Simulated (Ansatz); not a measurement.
**WS2: short molecular dynamics of a 3-atom cell**

How do the atoms of WS2 (3R-MoS2 type) move when started on their sites? Runs: PBEsol, 20 steps of 1 fs under a Langevin thermostat at 1300 K; r2SCAN, 40 steps of 2 fs under a Langevin thermostat at 450 K. The cell is a 1×1×1 supercell of the structure relaxed with r2SCAN+rVV10.

All numbers below are computed with Ansatz 0.2.0 (DFT, plane waves, PAW, no spin polarisation).

## (1) The system as given

The cell holds 3 atoms (S2W): a = 6.501 Å, b = 6.501 Å, c = 6.501 Å, α = 28.24°, β = 28.24°, γ = 28.24°.

Coordinates:

```xyz
3
Lattice="1.5859 0.9156 6.2375 -1.5859 0.9156 6.2375 0.0000 -1.8312 6.2375" Properties=species:S:1:pos:R:3 pbc="T T T"
W     0.0000    0.0000   -0.0002
S     0.0000    0.0000    7.7993
S     0.0000    0.0000    4.6759
```

## (2) Run 1: PBEsol

input.yaml

```yaml
crystal:
  lattice:
    - [1.5858866948, 0.9156121101, 6.2374697496]
    - [-1.5858866948, 0.9156121101, 6.2374697496]
    - [0.0, -1.8312242203, 6.2374697496]
  atoms:
    - { symbol: W, position: [-1.15685e-05, -1.15685e-05, -1.15685e-05] }
    - { symbol: S, position: [0.4167981689, 0.4167981689, 0.4167981689] }
    - { symbol: S, position: [0.2498800663, 0.2498800663, 0.2498800663] }
kpoints:
  mp_grid: { grid: [6, 6, 6] }
hamiltonian:
  xc: pbesol
scf:
  occupations: { method: fermi_dirac, width: 0.112 }
md:
  ensemble: nvt_langevin
  temperature: 1300
  timestep: 1.0
  n_steps: 20
  initial_velocities: maxwell_boltzmann
  seed: 7918
```

Command:

```
ansatz run input.yaml --threads 4 --pin off --max-ram 3686MiB --backend cpu --events-out ev --progress --plain --runs-dir out
```

Standard output, cut to the lines that bear on the results:

```text
Warning: md: disabling space-group detection — thermal motion breaks the input geometry's symmetry, so no spatial operation reduces the k-mesh or symmetrises the density; time reversal is kept, so that k and −k are solved as one point where they differ and the mesh holds both, and exact [...]
Warning: RAYON_NUM_THREADS=4 ignored (pool sized by the plan → 4); use --threads N
[...]
Pseudopotentials: kind: paw
Pseudopotential: W, paw, valence charge 14, recommended cutoff 420 eV (normal), W.paw.azcp
Pseudopotential: S, paw, valence charge 6, recommended cutoff 420 eV (normal), S.paw.azcp
Functional definition: PBEsol
[...]
Crystal: 3 atoms, lattice volume = 54.343 Å³
Basis set: ecut = 420 eV, 1041 PW (Γ), FFT grids on a1−a3, a2−a3, a3, exchange–correlation on 48×48×90 points (8 copies of the dense FFT grid, shifted against one another)
Bands: 17, of which v1, the nominal top of the filled ones, is band 13 counted from 1 (12 counted from 0)
Symmetry: 1 space group operations
k-points: 112 of 216 (time reversal used)
[...]
SCF iter   1: F=—  HF=-12029.074085 eV  |F-HF|=—  |Δ(HF+E_count)|=         —  Δρ=8.39e-3  dr2=6.41e-2  ethr=1.77e-3  ⟨swp⟩=5.5  Hψ=10485  notcnv=0
[...]
md step     0: t =     0.00 fs  T =   866.7 K  F+E_penalty+E_count = -12029.06750981 eV  E_kin = 0.336076 eV  (9 SCF iters)
[...]
md step     6: t =     6.00 fs  T =   552.0 K  F+E_penalty+E_count = -12029.02899821 eV  E_kin = 0.214053 eV  (3 SCF iters)
[...]
md step     7: t =     7.00 fs  T =   492.5 K  F+E_penalty+E_count = -12029.01688869 eV  E_kin = 0.190963 eV  (3 SCF iters)
```

## (3) The output, continued: nvt_langevin at 1300 K

The log, continued, cut to the lines that bear on the results:

```text
SCF iter   1: F=—  HF=-12029.004630 eV  |F-HF|=—  |Δ(HF+E_count)|=         —  Δρ=5.65e-5  dr2=1.15e-6  ethr=1.63e-8  ⟨swp⟩=3.3  Hψ=6949  notcnv=0
[...]
md step     8: t =     8.00 fs  T =   449.2 K  F+E_penalty+E_count = -12029.00462878 eV  E_kin = 0.174207 eV  (4 SCF iters)
[...]
md step    11: t =    11.00 fs  T =   205.6 K  F+E_penalty+E_count = -12028.97989329 eV  E_kin = 0.079739 eV  (4 SCF iters)
[...]
md step    14: t =    14.00 fs  T =   199.7 K  F+E_penalty+E_count = -12028.96689774 eV  E_kin = 0.077450 eV  (5 SCF iters)
[...]
md step    17: t =    17.00 fs  T =   297.2 K  F+E_penalty+E_count = -12028.96721260 eV  E_kin = 0.115258 eV  (5 SCF iters)
[...]
md step    19: t =    19.00 fs  T =   260.4 K  F+E_penalty+E_count = -12028.97341147 eV  E_kin = 0.100969 eV  (3 SCF iters)
[...]
md step    20: t =    20.00 fs  T =   351.3 K  F+E_penalty+E_count = -12028.97668637 eV  E_kin = 0.136221 eV  (7 SCF iters)
SCF converged after 7 iterations
Free energy (F): -12028.976686 eV
[...]
E sigma→0 (E₀):  -12028.976375 eV
Entropy (-TS):   -0.000623 eV (-0.208 meV/atom)
Fermi energy:    11.675668 eV
[...]
--- Forces (eV/Å), atoms counted from 1 ---
  atom   1  W      1.53221004    -0.52533506    -0.71634940
  atom   2  S     -0.66769139    -0.07560843     0.33057411
  atom   3  S     -0.86452260     0.60094626     0.38577767
[...]
--- MD trajectory: 20 steps, t = 0.0 → 20.0 fs ---
  final state: T = 351.3 K   F+E_penalty+E_count = -12028.97668637 eV   E_kin = 0.136221 eV
```

It took 64 s on 4 threads of Arm Neoverse N1, shared host; peak memory 0.49 GiB.

## (4) What the atoms did

The trajectory, every 2 steps (energies from step 0); msd is the mean square displacement from the start, the centre of mass held:

```tsv
time (fs)	T (K)	potential energy change (meV/atom)	msd S (Å²)	msd W (Å²)
0.0	867	0.0	0.000	0.000
2.0	602	1.9	0.000	0.000
4.0	483	6.3	0.001	0.000
6.0	552	12.8	0.002	0.000
8.0	449	21.0	0.003	0.000
10.0	183	27.2	0.004	0.000
12.0	164	31.0	0.005	0.000
14.0	200	33.5	0.006	0.000
16.0	265	34.0	0.006	0.001
18.0	301	32.4	0.006	0.000
20.0	351	30.3	0.006	0.000
```

time (fs), T (K) and a bar:
```
      0.0        867 ##############################
      1.0        727 ########################
      2.0        602 ###################
      3.0        607 ###################
      4.0        483 ##############
      5.0        537 ################
      6.0        552 #################
      7.0        492 ###############
      8.0        449 #############
      9.0        289 ######
     10.0        183 ##
     11.0        206 ###
     12.0        164 #
     13.0        141 
     14.0        200 ##
     15.0        249 ####
     16.0        265 #####
     17.0        297 ######
     18.0        301 #######
     19.0        260 #####
     20.0        351 #########
```

## (5) Positions and forces

Positions (Å) and forces (eV/Å):

```xyz
3
Lattice="1.586 0.916 6.237 -1.586 0.916 6.237 0.000 -1.831 6.237" Properties=species:S:1:pos:R:3:forces:R:3 pbc="T T T" time_fs=2.0 T=602 dE=0.0057
W    -0.004    0.002    0.002    0.267   -0.190   -0.339
S     0.004   -0.002    7.795   -0.088    0.047    0.023
S     0.014   -0.012    4.664   -0.179    0.143    0.316
3
Lattice="1.586 0.916 6.237 -1.586 0.916 6.237 0.000 -1.831 6.237" Properties=species:S:1:pos:R:3:forces:R:3 pbc="T T T" time_fs=5.0 T=537 dE=0.0276
W    -0.010    0.003    0.006    0.583   -0.338   -0.790
S     0.006   -0.004    7.789   -0.185    0.083    0.150
S     0.032   -0.024    4.647   -0.398    0.255    0.640
3
Lattice="1.586 0.916 6.237 -1.586 0.916 6.237 0.000 -1.831 6.237" Properties=species:S:1:pos:R:3:forces:R:3 pbc="T T T" time_fs=8.0 T=449 dE=0.0629
W    -0.015    0.002    0.009    0.897   -0.374   -1.146
S     0.011   -0.001    7.788   -0.313    0.049    0.189
S     0.051   -0.035    4.628   -0.585    0.325    0.958
3
Lattice="1.586 0.916 6.237 -1.586 0.916 6.237 0.000 -1.831 6.237" Properties=species:S:1:pos:R:3:forces:R:3 pbc="T T T" time_fs=10.0 T=183 dE=0.0817
W    -0.018    0.002    0.010    1.068   -0.429   -1.210
S     0.014    0.000    7.788   -0.385    0.038    0.192
S     0.061   -0.043    4.623   -0.684    0.391    1.019
3
Lattice="1.586 0.916 6.237 -1.586 0.916 6.237 0.000 -1.831 6.237" Properties=species:S:1:pos:R:3:forces:R:3 pbc="T T T" time_fs=12.0 T=164 dE=0.0930
W    -0.021    0.002    0.010    1.226   -0.500   -1.172
S     0.018    0.000    7.788   -0.464    0.039    0.204
S     0.068   -0.051    4.625   -0.761    0.461    0.969
3
Lattice="1.586 0.916 6.237 -1.586 0.916 6.237 0.000 -1.831 6.237" Properties=species:S:1:pos:R:3:forces:R:3 pbc="T T T" time_fs=15.0 T=249 dE=0.1021
W    -0.024   -0.001    0.008    1.372   -0.583   -1.052
S     0.021   -0.001    7.787   -0.538    0.026    0.205
S     0.073   -0.064    4.629   -0.834    0.557    0.847
3
Lattice="1.586 0.916 6.237 -1.586 0.916 6.237 0.000 -1.831 6.237" Properties=species:S:1:pos:R:3:forces:R:3 pbc="T T T" time_fs=18.0 T=301 dE=0.0972
W    -0.025   -0.006    0.003    1.478   -0.562   -0.833
S     0.027    0.002    7.782   -0.621   -0.058    0.252
S     0.072   -0.072    4.639   -0.857    0.619    0.580
3
Lattice="1.586 0.916 6.237 -1.586 0.916 6.237 0.000 -1.831 6.237" Properties=species:S:1:pos:R:3:forces:R:3 pbc="T T T" time_fs=20.0 T=351 dE=0.0908
W    -0.023   -0.009    0.000    1.532   -0.525   -0.716
S     0.033    0.000    7.776   -0.668   -0.076    0.331
S     0.072   -0.072    4.648   -0.865    0.601    0.386
```

## (6) Run 2: r2SCAN

input.yaml: that of step 2 with these lines changed.

```diff
@@ -12,11 +12,11 @@
 hamiltonian:
-  xc: pbesol
+  xc: r2scan
 scf:
-  occupations: { method: fermi_dirac, width: 0.112 }
+  occupations: { method: fermi_dirac, width: 0.039 }
 md:
   ensemble: nvt_langevin
-  temperature: 1300
-  timestep: 1.0
-  n_steps: 20
+  temperature: 450
+  timestep: 2.0
+  n_steps: 40
   initial_velocities: maxwell_boltzmann
-  seed: 7918
+  seed: 2138
```

Command:

```
ansatz run input.yaml --threads 4 --pin off --max-ram 3686MiB --backend cpu --events-out ev --progress --plain --runs-dir out
```

Standard output, cut to the lines that bear on the results:

```text
Warning: md: disabling space-group detection — thermal motion breaks the input geometry's symmetry, so no spatial operation reduces the k-mesh or symmetrises the density; time reversal is kept, so that k and −k are solved as one point where they differ and the mesh holds both, and exact [...]
Warning: RAYON_NUM_THREADS=4 ignored (pool sized by the plan → 4); use --threads N
[...]
[... 1 set-up line as earlier in the session ...]
Pseudopotential: W, paw, valence charge 14, recommended cutoff 500 eV (meta_gga), W.paw.azcp
Pseudopotential: S, paw, valence charge 6, recommended cutoff 500 eV (meta_gga), S.paw.azcp
Functional definition: r2SCAN
[...]
Crystal: 3 atoms, lattice volume = 54.343 Å³
Basis set: ecut = 500 eV, 1373 PW (Γ), FFT grids on a1−a3, a2−a3, a3, exchange–correlation on 96×96×192 points (64 copies of the dense FFT grid, shifted against one another)
Bands: 17, of which v1, the nominal top of the filled ones, is band 13 counted from 1 (12 counted from 0)
[... 1 set-up line as earlier in the session ...]
k-points: 112 of 216 (time reversal used)
[...]
md step    20: t =    40.00 fs  T =   253.6 K  F+E_penalty+E_count = -12211.53800113 eV  E_kin = 0.098355 eV  (8 SCF iters)
[...]
md step    30: t =    60.00 fs  T =   256.2 K  F+E_penalty+E_count = -12211.51177844 eV  E_kin = 0.099360 eV  (8 SCF iters)
[...]
md step    39: t =    78.00 fs  T =   551.3 K  F+E_penalty+E_count = -12211.57783012 eV  E_kin = 0.213789 eV  (7 SCF iters)
[...]
md step    40: t =    80.00 fs  T =   550.6 K  F+E_penalty+E_count = -12211.56315703 eV  E_kin = 0.213512 eV  (8 SCF iters)
[...]
SCF iter   2: F=-12211.563157 eV  HF=-12211.563157 eV  |F-HF|=2.93e-10  |Δ(HF+E_count)|=  5.71e-10  Δρ=1.11e-6  dr2=7.15e-10  dr2_τ=6.21e-11  ethr=3.88e-12  ⟨swp⟩=4.9  Hψ=6516  notcnv=0
[...]
SCF converged after 2 iterations
Free energy (F): -12211.563157 eV
[...]
E sigma→0 (E₀):  -12211.563157 eV
Entropy (-TS):   -0.000000 eV (-0.000 meV/atom)
Fermi energy:    11.756457 eV
[...]
--- Forces (eV/Å), atoms counted from 1 ---
  atom   1  W     -1.02382002     0.15992401    -0.35746772
  atom   2  S      0.82820627    -0.60622415    -0.25655595
  atom   3  S      0.19561312     0.44629360     0.61402512
[...]
--- MD trajectory: 40 steps, t = 0.0 → 80.0 fs ---
  final state: T = 550.6 K   F+E_penalty+E_count = -12211.56315703 eV   E_kin = 0.213512 eV
```

It took 4.7 min on 4 threads of Arm Neoverse N1, shared host; peak memory 0.64 GiB.

## (7) What the atoms did

One step in 2; energies are changes from step 0; msd is the mean square displacement from the start, the centre of mass held:

```tsv
time (fs)	T (K)	potential energy change (meV/atom)	msd S (Å²)	msd W (Å²)
0.0	300	0.0	0.000	0.000
4.0	211	2.7	0.000	0.000
8.0	272	9.9	0.002	0.000
12.0	241	19.7	0.003	0.000
16.0	162	28.9	0.005	0.000
20.0	101	36.1	0.007	0.000
24.0	69	41.0	0.008	0.000
28.0	110	41.6	0.009	0.000
32.0	193	39.8	0.009	0.000
36.0	240	36.3	0.009	0.000
40.0	254	32.6	0.008	0.000
44.0	360	28.3	0.007	0.000
48.0	355	28.3	0.006	0.000
52.0	232	32.7	0.006	0.000
56.0	271	37.6	0.006	0.000
60.0	256	41.3	0.005	0.000
64.0	399	39.8	0.005	0.000
68.0	500	30.7	0.004	0.000
72.0	499	20.4	0.003	0.000
76.0	592	17.1	0.003	0.000
80.0	551	24.2	0.005	0.000
```

time (fs), T (K) and a bar:
```
      0.0        300 #############
      4.0        211 ########
      6.0        224 ########
     10.0        204 #######
     14.0        165 #####
     18.0        134 ####
     20.0        101 ##
     24.0         69 
     28.0        110 ##
     32.0        193 #######
     34.0        223 ########
     38.0        248 ##########
     42.0        341 ###############
     46.0        320 ##############
     48.0        355 ################
     52.0        232 #########
     56.0        271 ###########
     60.0        256 ##########
     62.0        319 ##############
     66.0        431 ####################
     70.0        513 ########################
     74.0        621 ##############################
     76.0        592 ############################
     80.0        551 ##########################
```

## (8) Snapshots as a file

Positions (Å) and forces (eV/Å):

```xyz
3
Lattice="1.586 0.916 6.237 -1.586 0.916 6.237 0.000 -1.831 6.237" Properties=species:S:1:pos:R:3:forces:R:3 pbc="T T T" time_fs=10.0 T=204 dE=0.0442
W    -0.001    0.005   -0.008    0.248    0.002    1.103
S     0.028   -0.025    7.850   -0.261    0.273   -1.037
S    -0.003    0.031    4.681    0.013   -0.275   -0.066
3
Lattice="1.586 0.916 6.237 -1.586 0.916 6.237 0.000 -1.831 6.237" Properties=species:S:1:pos:R:3:forces:R:3 pbc="T T T" time_fs=20.0 T=101 dE=0.1082
W    -0.009    0.016   -0.012    0.439   -0.086    1.428
S     0.045   -0.049    7.873   -0.431    0.564   -1.423
S    -0.009    0.062    4.676   -0.008   -0.478   -0.005
3
Lattice="1.586 0.916 6.237 -1.586 0.916 6.237 0.000 -1.831 6.237" Properties=species:S:1:pos:R:3:forces:R:3 pbc="T T T" time_fs=30.0 T=120 dE=0.1228
W    -0.020    0.025   -0.007    0.551   -0.309    1.342
S     0.042   -0.065    7.870   -0.488    0.822   -1.253
S    -0.017    0.075    4.684   -0.063   -0.514   -0.089
3
Lattice="1.586 0.916 6.237 -1.586 0.916 6.237 0.000 -1.831 6.237" Properties=species:S:1:pos:R:3:forces:R:3 pbc="T T T" time_fs=40.0 T=254 dE=0.0978
W    -0.029    0.037    0.009    0.434   -0.690    0.734
S     0.026   -0.073    7.841   -0.461    1.140   -0.426
S    -0.034    0.080    4.706    0.027   -0.450   -0.309
3
Lattice="1.586 0.916 6.237 -1.586 0.916 6.237 0.000 -1.831 6.237" Properties=species:S:1:pos:R:3:forces:R:3 pbc="T T T" time_fs=50.0 T=282 dE=0.0908
W    -0.030    0.049    0.029    0.287   -1.078   -0.901
S     0.013   -0.051    7.784   -0.434    1.248    1.008
S    -0.045    0.066    4.707    0.147   -0.171   -0.107
3
Lattice="1.586 0.916 6.237 -1.586 0.916 6.237 0.000 -1.831 6.237" Properties=species:S:1:pos:R:3:forces:R:3 pbc="T T T" time_fs=60.0 T=256 dE=0.1240
W    -0.022    0.051    0.040    0.001   -0.823   -2.122
S    -0.003   -0.008    7.740   -0.225    0.825    2.070
S    -0.044    0.052    4.702    0.224   -0.002    0.052
3
Lattice="1.586 0.916 6.237 -1.586 0.916 6.237 0.000 -1.831 6.237" Properties=species:S:1:pos:R:3:forces:R:3 pbc="T T T" time_fs=70.0 T=513 dE=0.0754
W    -0.007    0.046    0.036   -0.685   -0.112   -1.771
S    -0.040    0.055    7.755    0.443   -0.115    1.594
S    -0.030    0.024    4.694    0.241    0.227    0.177
3
Lattice="1.586 0.916 6.237 -1.586 0.916 6.237 0.000 -1.831 6.237" Properties=species:S:1:pos:R:3:forces:R:3 pbc="T T T" time_fs=80.0 T=551 dE=0.0726
W     0.003    0.044    0.021   -1.024    0.160   -0.357
S    -0.070    0.103    7.834    0.828   -0.606   -0.257
S    -0.017    0.000    4.667    0.196    0.446    0.614
```

## (9) Results

```
                                    quantity                                    value
                               run 1: length                         20 steps of 1 fs
     run 1: temperature, first and last step                            867 and 351 K
             run 1: temperature, second half            mean 238 K, from 141 to 351 K
        run 1: potential energy, second half  +32 meV/atom from this run's first step
run 1: mean square displacement, second half                      S 0.006, W 0.000 Å²
                               run 2: length                         40 steps of 2 fs
     run 2: temperature, first and last step                            300 and 551 K
             run 2: temperature, second half            mean 387 K, from 232 to 621 K
        run 2: potential energy, second half  +30 meV/atom from this run's first step
run 2: mean square displacement, second half                      S 0.005, W 0.000 Å²
```

What this shows: Run 1: Against a set 1300 K the second half averages 238 K, going from 183 to 351 K over that half. The farthest move is 0.11 Å, against a mean nearest distance of 2.4 Å at the start: no atom has changed site so far. Run 2: Against a set 450 K the second half averages 387 K, going from 254 to 551 K over that half. The farthest move is 0.12 Å, against a mean nearest distance of 2.4 Å at the start: no atom has changed site so far. A run of 80 fs with 3 atoms shows the motion but fixes no equilibrium value.
